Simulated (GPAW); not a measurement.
AlRu:

```
Ru Al
1.0
     2.99160    0.00000    0.00000
     0.00000    2.99160    0.00000
     0.00000    0.00000    2.99160
Ru Al
1 1
Direct
  0.50000 0.50000 0.50000
  0.00000 0.00000 0.00000
```

Base run:

- Program: GPAW 26.7.0
- Functional: BLYP
- Potentials or basis: PAW data sets generated in the run's folder for this functional
- Cutoff: 600 eV
- Basis: pw
- k mesh: 9 × 9 × 9
- Occupations: fermi-dirac, width 0.05 eV
- Spin: no spin polarisation

Its results: pressure 9.3 GPa.

Problem. The run is repeated on the same cell with these changes: functional from BLYP to AM05. What comes out?

Solution. Pressure -3.2 GPa.

AM05 binds more tightly than BLYP, so the same cell stands under less pressure.
